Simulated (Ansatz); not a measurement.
**Energy ranking of Si2W structures**

All numbers below come from DFT r2SCAN, scalar-relativistic, plane waves, PAW in Ansatz 0.2.0. Settings: cutoff 500 eV, Γ-centred meshes no coarser than 0.19 Å⁻¹ for metals and 0.3 Å⁻¹ for insulators (2π included), Gaussian smearing.

All energies are static (0 K, no zero-point motion). Only the structures computed here compete, so a lower one can exist. For metals, differences of a few meV/atom aren't resolved. Spin–orbit coupling is left out. No run is spin-polarised.

| # | started from | space group | atoms | V (Å³/atom) | ΔE (meV/atom) | gap on mesh (eV) |
| --- | --- | --- | --- | --- | --- | --- |
| 1 | database cell | I4/mmm (No. 139) | 3 | 13.4 | 0 | 0.00 |
| 2 | database cell | P6_222 (No. 180) | 9 | 13.3 | 72 | 0.13 |
| 3 | CaCl2 type, changed | Pnnm (No. 58) | 6 | 19.2 | 808 | 0.00 |
| 4 | cubic Laves (C15) type | Fd-3m (No. 227) | 6 | 12.9 | 870 | 0.00 |

The lowest structure: Space group I4/mmm (No. 139), tetragonal, a = 3.211 Å, c = 7.805 Å. Around Si lie 5 Si at 2.58–2.63 Å, 5 W at 2.61 Å and 4 Si at 3.21 Å; W has 10 Si at 2.61 Å and 4 W at 3.21 Å. Its energy against the elements is -0.31 eV/atom. The zero of energy is the lowest elemental structures computed at the same level; no fitted shifts are applied.

```
Si W
1.0
    -1.60564    1.60564    3.90240
     1.60564   -1.60564    3.90240
     1.60564    1.60564   -3.90240
Si W
2 1
Direct
  0.33482 0.33482 0.00000
  0.66518 0.66518 0.00000
  0.00000 0.00000 0.00000
```

The second: Space group P6_222 (No. 180), hexagonal, a = 4.579 Å, c = 6.609 Å. Around Si lie 5 Si at 2.56–2.67 Å, 5 W at 2.58–2.67 Å and 4 Si at 3.15–3.21 Å; W is coordinated by 10 Si at 2.58–2.67 Å and 4 W at 3.18 Å.